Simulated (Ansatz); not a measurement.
# zincblende-structured FeO

The computed numbers are results of PBE+U (U_eff = 4 eV on Fe 3d), scalar-relativistic (collinear spin) in the plane-wave PAW code Ansatz at 420 eV, 10×10×10 k-mesh, Gaussian smearing of 0.05 eV; PAW files: Ansatz's generated set soft_2.

```
Fe O
1.0
     0.00000    2.37332    2.37332
     2.37332    0.00000    2.37332
     2.37332    2.37332    0.00000
Fe O
1 1
Direct
  0.00000 0.00000 0.00000
  0.25000 0.25000 0.25000
```

The start was a prototype's sites filled with these elements. The Crystallography Open Database lists the compound in space groups R-3m, Fm-3m (rock salt), so this is a trial structure.

The geometry is fixed. Moments are started on Fe in several ways. q is the propagation vector of an order in a doubled cell, in units of this cell's reciprocal vectors; doubled cells take an equivalent mesh or are counted from a ferromagnetic run in the same cell, unless said otherwise. Energies count from the first row, the state in which the cell was relaxed.

(1) Rank the starts by the energy at which they end, lowest first (meV/atom from the last run of the relaxation).
A. antiparallel, q = (0, 1/2, 1/2)
B. ferromagnetic
C. antiparallel, q = (0, 0, 1/2)
D. no spin polarisation

Answer:

(1) A (-57.1), C (-40.6), B (0.0), D (1728.5).

| start | largest typed moment (μB) | ΔE (meV/atom) | gap on the mesh (eV) | P (GPa) | final spin moments (μB) |
| --- | --- | --- | --- | --- | --- |
| ferromagnetic | 3.69* | 0.0 | 0.14 | 0.0 | Fe 3.36; O 0.15 |
| no spin polarisation | 0.00 | 1728.5 | metal | -27.9 | none |
| antiparallel, q = (0, 0, 1/2) | 4.00* | -40.6 | 0.45 | -2.2 | Fe 3.32, -3.32; O 0.07, -0.07 |
| antiparallel, q = (0, 1/2, 1/2) | 4.00* | -57.1 | 0.73 | -3.0 | Fe 3.30, -3.30 |

A star marks runs that didn't start from the typed moments alone: they went on from the state of an earlier run.

The atoms aren't at rest in: antiparallel, q = (0, 0, 1/2) (forces up to 0.28 eV/Å), so relaxing would lower that row.

The row without spin polarisation prices the pairing of the open shell's electrons, in one of several fillings that the shell can take under U, not a magnetic ordering energy.

Only orders that fit these small cells were tried, so the real crystal's order may be another.

Open d and f shells can converge to several self-consistent states; each row is the one that its run reached. The order of the orbitals lowers the symmetry, along an axis that is one of several equivalent ones. Site moments are of spin, integrated over atomic spheres. A gap on the mesh alone may be smaller, or close, between its points.
